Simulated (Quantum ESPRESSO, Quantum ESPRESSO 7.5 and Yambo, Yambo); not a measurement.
**AlN (P6_3mc): one start, several treatments of the self-energy**

Aim: compare treatments of exchange, screening and correlation for the gap of AlN (P6_3mc).

Method: PBE and many-body steps on it, plane waves, in Quantum ESPRESSO 7.5 and Yambo 5.3.0.

Report form: the programs' logs are mostly left out.

The database entry behind the starting cell differs from later determinations by our own check (inner coordinate u about 0.002 short), so it need not match the best structure at ambient conditions.

## Step 1: The starting structure

It takes space group P6_3mc (No. 186, hexagonal). Conventional cell: a = 3.113 Å, b = 3.113 Å, c = 4.981 Å, α = 90.00°, β = 90.00°, γ = 120.00°. Nearest to Al lie 4 N at 1.89 Å. Nearest to N lie 4 Al at 1.89 Å. Farther neighbours and most contacts between anions are not listed.

The cell and positions come from the Crystallography Open Database and are kept as given unless a step says otherwise.

## Step 2: Empty states on the mesh, 3×3×4 mesh, 501 bands

This step: Quantum ESPRESSO 7.5; DFT, PBE, plane waves, norm-conserving pseudopotentials.

The sums over transitions need many empty states on a uniform mesh; this step solves for them.

Input file pw.in:

```
&control
  calculation = 'nscf'
  prefix = 'x'
  outdir = 'o'
  pseudo_dir = 'pseudo'
/
&system
  ibrav = 0
  nat = 4
  ntyp = 2
  ecutwfc = 72.0
  nbnd = 501
  force_symmorphic = .true.
/
&electrons
  conv_thr = 1e-9
  electron_maxstep = 80
  diago_full_acc = .true.
  diago_thr_init = 5e-6
/
ATOMIC_SPECIES
  Al 26.982 Al.upf
  N 14.007 N.upf
CELL_PARAMETERS angstrom
  3.1130000000 -0.0000000000 0.0000000000
  -1.5565000000 2.6959370820 0.0000000000
  0.0000000000 0.0000000000 4.9810000000
ATOMIC_POSITIONS crystal
  Al 0.3333333333 0.6666666667 0.0000000000
  Al 0.6666666667 0.3333333333 0.5000000000
  N 0.3333333333 0.6666666667 0.3800000000
  N 0.6666666667 0.3333333333 0.8800000000
K_POINTS automatic
  3 3 4 0 0 0
```

On the command line:

```sh
> OMP_NUM_THREADS=1 mpirun -n 4 pw.x -nk 4 -in pw.in > pw.out
```

Run time: 86 s. Hardware: 4 MPI ranks of Arm Neoverse V1, shared host; peak memory 0.82 GiB.

This step gave:

```
gap                                                           : 4.221 eV
k of the valence top                                          : 0, 0, 0
k of the conduction bottom                                    : 0, 0, 0
least direct gap                                              : 4.221 eV
k points computed                                             : 10
lowest point of the top converged band, above the valence top : 281.1048 eV
```

On this mesh the gap is 4.221 eV.

The density comes from a self-consistent run that is not shown.

## Step 3: Conversion and set-up

This step: Yambo 5.3.0; conversion and set-up on PBE, plane waves, norm-conserving pseudopotentials.

The states are converted to the many-body program's format and the q mesh is built.

On the command line:

```sh
> (cd o/x.save; p2y > p2y.log; mv SAVE ../..); yambo > setup.log
```

Elapsed: 2.2 s, on 1 MPI rank; peak memory 0.23 GiB.

## Step 4: G0W0, Godby-Needs plasmon pole

Now the one-shot GW correction: screening in the RPA, then the self-energy of the levels asked for.

This step: G0W0 on PBE, plane waves, norm-conserving pseudopotentials.

Input file gw2.in:

```
HF_and_locXC
gw0
dyson
ppa
em1d
rim_cut
RandQpts= 1000000
RandGvec= 1 RL
EXXRLvcs= 72 Ry
VXCRLvcs= 288 Ry
Chimod= "HARTREE"
% BndsRnXp
 1 | 209 |
%
NGsBlkXp= 17 Ry
% LongDrXp
 1 | 1 | 1 |
%
% GbndRnge
 1 | 209 |
%
DysSolver= "n"
ExtendOut
PPAPntXp= 27.21138 eV
% QPkrange
 1 | 1 | 7 | 10 |
%
```

On the command line:

```sh
> OMP_NUM_THREADS=1 mpirun -n 4 yambo -F gw2.in -J gw2 -C gw2 > gw2.log
```

Wall time 87 s (4 MPI ranks); peak memory 1.6 GiB; 5.7 min of CPU time.

Numbers from this step:

- G0W0 gap on the points computed: 5.605 eV
- starting gap on the mesh: 4.221 eV
- k of the valence top: 0, 0, 0
- k of the conduction bottom: 0, 0, 0
- least direct G0W0 gap on the computed points: 5.605 eV
- Z at the valence top: 0.7924
- Z at the conduction bottom: 0.8190

The gap on the mesh goes from 4.22 eV to 5.60 eV, a correction of +1.38 eV.

## Step 5: One-shot COHSEX

This step: one-shot COHSEX on PBE, plane waves, norm-conserving pseudopotentials.

Input file gw4.in:

```
HF_and_locXC
gw0
dyson
cohsex
em1s
rim_cut
RandQpts= 1000000
RandGvec= 1 RL
EXXRLvcs= 72 Ry
VXCRLvcs= 288 Ry
Chimod= "HARTREE"
% BndsRnXs
 1 | 209 |
%
NGsBlkXs= 17 Ry
% LongDrXs
 1 | 1 | 1 |
%
% GbndRnge
 1 | 209 |
%
DysSolver= "n"
ExtendOut
% QPkrange
 1 | 1 | 7 | 10 |
%
```

On the command line:

```sh
> OMP_NUM_THREADS=1 mpirun -n 4 yambo -F gw4.in -J gw4 -C gw4 > gw4.log
```

The job ended after 48 s (4 MPI ranks; peak memory 1.6 GiB; 3.2 min of CPU time).

Numbers from this step:

| Item | Value |
| --- | --- |
| quasiparticle gap on the points computed | 7.251 eV |
| starting gap on the mesh | 4.221 eV |
| k of the valence top | 0, 0, 0 |
| k of the conduction bottom | 0, 0, 0 |
| least direct quasiparticle gap on the computed points | 7.251 eV |
| Z at the valence top | 1 |
| Z at the conduction bottom | 1 |

Against G0W0 in Yambo (3×3×4 mesh, 209 bands, screening to 231.3 eV, Godby-Needs plasmon pole), the gap moves by +1.646 eV.

## Step 6: One-shot Hartree-Fock

This step: one-shot Hartree-Fock on PBE, plane waves, norm-conserving pseudopotentials.

Input file gw5.in:

```
HF_and_locXC
rim_cut
RandQpts= 1000000
RandGvec= 1 RL
EXXRLvcs= 72 Ry
VXCRLvcs= 288 Ry
% QPkrange
 1 | 1 | 7 | 10 |
%
```

On the command line:

```sh
> OMP_NUM_THREADS=1 mpirun -n 4 yambo -F gw5.in -J gw5 -C gw5 > gw5.log
```

Wall time 2 s (4 MPI ranks); peak memory 0.31 GiB.

This step gave:

* quasiparticle gap on the mesh: 12.64 eV
* starting gap on the mesh: 4.221 eV
* k of the valence top: 0, 0, 0
* k of the conduction bottom: 0, 0, 0
* least direct quasiparticle gap on the computed points: 12.64 eV

Against G0W0 in Yambo (3×3×4 mesh, 209 bands, screening to 231.3 eV, Godby-Needs plasmon pole), the gap moves by +7.033 eV.

## Step 7: The runs together

Times are wall times on 4 MPI ranks of Arm Neoverse V1, shared host, good to a factor of about two.

```
                           run   mesh  bands  screening cutoff (eV)  DFT gap (eV)  gap on the mesh (eV)  direct (eV)  time
G0W0, Godby-Needs plasmon pole  3×3×4    209                  231.3         4.221                 5.605        5.605  87 s
               one-shot COHSEX  3×3×4    209                  231.3         4.221                 7.251        7.251  48 s
         one-shot Hartree-Fock  3×3×4      -                      -         4.221                12.637       12.637   2 s
```

## Step 8: Summary of results

- G0W0, Godby-Needs plasmon pole: 5.605 eV
- one-shot COHSEX: 7.251 eV
- one-shot Hartree-Fock: 12.637 eV
- known limits: not at the basis limit; coarse k mesh

In words: One-shot COHSEX: +1.646 eV against G0W0, Godby-Needs plasmon pole. One-shot Hartree-Fock: +7.033 eV against G0W0, Godby-Needs plasmon pole. Bare exchange alone opens the gap to 12.64 eV; against G0W0, correlation takes back 7.03 eV. Static COHSEX lies above G0W0: it lacks the factor Z and overstates the Coulomb hole of the filled states. Bands and cutoff are finite, so the gap is not at the basis limit. The miss can reach some tenths of an eV and take either sign; the mesh is an error of its own. The 3×3×4 mesh is coarse for this cell, which bears on the long-range parts of exchange and screening.

[Paths, hosts, dates, memory and timing lines, banners, echoed tables and standing remarks are left out of the program output.]

[Logs are printed without paths, hosts, clocks, repeated set-up lines and the standing remarks that a program may print on its own settings, such as how far it seeks lower states.]

[Runs of the session that timed out or met a known fault of the program may be left out.]

[Hosts, paths, dates, database ids (printed as entryN), source tags and the programs' standing remarks are cut or masked in the printed files.]
